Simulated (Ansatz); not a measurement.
**Frozen normal mode in WS$_{2}$**

Level of theory: Ansatz, DFT PBE+D3(BJ), scalar-relativistic, plane waves, PAW. Settings: plane waves to 420 eV, k-mesh 12×12×4 (Γ-centred), Gaussian smearing 0.05 eV. Spin–orbit coupling is left out, which can shift energies with elements as heavy as these. No spin polarisation. Energies are free energies at this smearing, counted from the undisturbed cell; pressure is positive in compression.

Zero of the scan (relaxed at this level):

```
W S
1.0
     3.15421    0.00000    0.00000
    -1.57710    2.73162    0.00000
     0.00000    0.00000   12.13991
W S
2 4
Direct
  0.33333 0.66667 0.25000
  0.66667 0.33333 0.75000
  0.33333 0.66667 0.62029
  0.66667 0.33333 0.12029
  0.33333 0.66667 0.87971
  0.66667 0.33333 0.37971
```

A zone-centre mode of this cell is frozen in: each atom moves by x times its row below, so x is the largest displacement.
```
atom ux uy uz
  W1  -0.347  0.000  0.000
  W2  -0.001  0.000  0.000
  S3  -0.003  0.000  0.000
  S4   1.000  0.000  0.000
  S5  -0.003  0.000  0.000
  S6   1.000  0.000  0.000
```

```csv
x (Å),ΔE (meV/cell)
-0.2000,756.5
-0.1000,193.4
0.0000,0.0
0.0250,12.2
0.0500,48.6
0.0750,109.1
0.1250,300.9
0.1500,431.2
0.1750,583.3
```

(1) Predict the pressure (GPa) at each point.

## Answers

(1)
| x (Å) | pressure (GPa) |
| --- | --- |
| -0.2000 | 2.6 |
| -0.1000 | 0.6 |
| 0.0000 | 0.0 |
| 0.0250 | 0.0 |
| 0.0500 | 0.2 |
| 0.0750 | 0.4 |
| 0.1250 | 1.0 |
| 0.1500 | 1.5 |
| 0.1750 | 2.0 |